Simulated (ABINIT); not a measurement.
The system is SiO2.

```xyz
6
Lattice="4.2332 0.0000 0.0000 0.0000 4.2332 0.0000 0.0000 0.0000 2.6935" Properties=species:S:1:pos:R:3 pbc="T T T"
Si    0.0000    0.0000    0.0000
Si    2.1166    2.1166    1.3467
O     3.4155    0.8177    1.3467
O     1.2989    1.2989    0.0000
O     0.8177    3.4155    1.3467
O     2.9343    2.9343    0.0000
```

The cell comes from a database or a generator and needn't be the stable form of this composition.

- Program: ABINIT 10.8.3 (patched build)
- Task: relaxation of cell and atoms
- Functional: PBEsol
- Potentials or basis: JTH PAW PBE v2.0
- Cutoff: 626 eV
- k mesh: 5 × 5 × 8
- Occupations: fermi-dirac, width 0.05 eV
- Spin: no spin polarisation

At the start: pressure -8.5 GPa; volume 8.04 Å³/atom.

Question: Where does the relaxation end?

Answer: Over 6 steps the energy falls by 6.4 meV/atom and the volume is 7.80 Å³/atom (-3.0 %); space group P4_2/mnm (No. 136, to 0.05 Å).

Step by step:
```csv
step,energy change (eV),largest force (eV/Å),pressure (GPa),volume (Å³)
1,0.0000,0.0880,-8.54,48.27
2,-0.0364,0.1116,-0.64,47.02
3,-0.0374,0.0993,-0.05,46.90
4,-0.0384,0.0374,0.34,46.78
5,-0.0385,0.0107,0.12,46.80
6,-0.0386,0.0017,0.00,46.81
```

Final structure:
```xyz
6
Lattice="4.1849 0.0000 0.0000 0.0000 4.1849 0.0000 0.0000 0.0000 2.6729" Properties=species:S:1:pos:R:3 pbc="T T T"
Si    0.0000    0.0000    0.0000
Si    2.0924    2.0924    1.3364
O     3.3733    0.8116    1.3364
O     1.2809    1.2809    0.0000
O     0.8116    3.3733    1.3364
O     2.9040    2.9040    0.0000
```

Caveat: the PAW data sets were made with another functional, which shifts forces and pressure a little; the atomic spheres overlap.
